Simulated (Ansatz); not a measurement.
## HfO2: how the axes shrink under pressure

HfO2, P4_2/mnm, a = 4.880 Å, c = 3.238 Å. This isn't the usual stable structure of the compound. Ansatz: PBE, PAW, 420 eV, Γ-centred 6×6×8 mesh on 6 atoms, Gaussian smearing 0.02 eV; no spin polarisation. Cell and atoms are relaxed at each pressure, and no other structure is tried, so the rows at high pressure may lie past a change of phase. y = 100 ln(c/c0) with c0 = 3.2377 Å, so nearly a change in per cent. The pressures are the targets, met within 0.02 GPa.

```
P (GPa) y  100 ln(a/a0)
   -1.0      ?             ?
    0.0   0.00          0.00
    1.0  -0.11         -0.18
    4.0  -0.40         -0.74
   12.0  -1.11         -2.06
   25.0  -2.07         -3.90
   50.0  -3.48         -6.76
   90.0  -4.93        -10.37
```

Q: Fit y = c1 P + c2 P² to the other rows, give the linear compressibility along c, and predict the missing y.

A: Least squares on the rows shown. y = −0.09158 P + 0.0004111 P². The linear compressibility along c is −c1/100 = 0.92 per TPa, against 1.67 along a from the same fit to the last column (its missing entry is 0.20): the crystal is softer along a at low pressure. The runs next to zero pressure give 1.05 and 1.92, so a parabola over the whole range misstates the start. With a term in P³ added, the coefficient of P becomes -0.1005, 10 % more, which shows how far this figure hangs on the form. At P = -1.0 the fit asked for gives 0.09. The run gave 0.10, so the fit is 0.01 too low, within the rms miss on the fitted rows (0.05): the form describes this series only roughly.

Spin–orbit coupling is left out, which can shift energies with elements as heavy as these.